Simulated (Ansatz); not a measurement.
# AlP: computed DOS

```cif
data_structure
_symmetry_space_group_name_H-M 'F-43m'
_symmetry_Int_Tables_number 216
_cell_length_a 5.4510
_cell_length_b 5.4510
_cell_length_c 5.4510
_cell_angle_alpha 90.000
_cell_angle_beta 90.000
_cell_angle_gamma 90.000
_cell_volume 161.97
loop_
_atom_site_label
_atom_site_type_symbol
_atom_site_symmetry_multiplicity
_atom_site_Wyckoff_symbol
_atom_site_fract_x
_atom_site_fract_y
_atom_site_fract_z
_atom_site_occupancy
Al1 Al 4 a 0.00000 0.00000 0.00000 1
P1 P 4 c 0.25000 0.25000 0.25000 1
```

The runs use the primitive cell with vectors (0.000, 2.725, 2.725), (2.725, 0.000, 2.725), (2.725, 2.725, 0.000) Å, to which the k mesh refers.

The structure is cubic, space group F-43m (No. 216). Conventional cell: a = 5.451 Å, b = 5.451 Å, c = 5.451 Å, α = 90.00°, β = 90.00°, γ = 90.00°. Al (site symmetry -43m) has 4 P at 2.36 Å as nearest neighbours. Around P (site symmetry -43m) lie 4 Al at 2.36 Å.

The cell is COD entry 9008831, as deposited and not checked against the literature; nothing was relaxed. It is an old determination, and later ones may differ.

Theory: DFT, PBE, all-electron LAPW, scalar-relativistic (Ansatz 0.2.0).

The runs use a Γ-centred 13×13×13 k mesh, Fermi–Dirac smearing of 0.03 eV, basis error target 0.25 meV/atom, no spin polarisation.

States per eV and cell, averaged over 0.4 eV, from -5.4 to 3.6 eV, with energies (bin centres) from the valence-band top; empty bins are left out. The partial columns, the largest 4 alone, are projections on Löwdin-orthogonalised atomic shells (those that the program's projection atoms carry: the occupied ones and, for some elements, an empty d or f shell; other empty shells have no column), summed over atoms of an element. Weights on diffuse s and p shells depend on that basis and aren't pure angular character.

```tsv
E (eV)	total	P 3p	Al 3p	Al 3s	P 3s
-5.3	0.70	0.38	0.10	0.20	0.01
-4.9	2.10	1.13	0.19	0.70	0.06
-4.5	0.70	0.38	0.08	0.17	0.06
-4.1	0.43	0.24	0.05	0.09	0.05
-3.7	0.31	0.17	0.03	0.06	0.04
-3.3	0.99	0.61	0.28	0.06	0.03
-2.9	1.07	0.67	0.29	0.07	0.03
-2.5	1.20	0.75	0.34	0.07	0.03
-2.1	1.67	1.09	0.48	0.06	0.02
-1.7	1.70	1.16	0.45	0.04	0.02
-1.3	1.63	1.18	0.39	0.03	0.01
-0.9	1.53	1.17	0.31	0.02	0.01
-0.5	0.78	0.63	0.12	0.01	0.00
-0.1	0.21	0.18	0.02	0.00	0.00
1.5	0.01	0.00	0.00	0.00	0.00
1.9	0.13	0.01	0.08	0.00	0.03
2.3	0.30	0.03	0.16	0.02	0.05
2.7	0.55	0.08	0.24	0.07	0.06
3.1	0.97	0.15	0.36	0.17	0.11
3.5	1.82	0.30	0.63	0.36	0.20
```

Which of the resolved shells contributes most in the top eV of the valence band?

P 3p, with 79 % of all states there; Al 3p follows with 18 %.
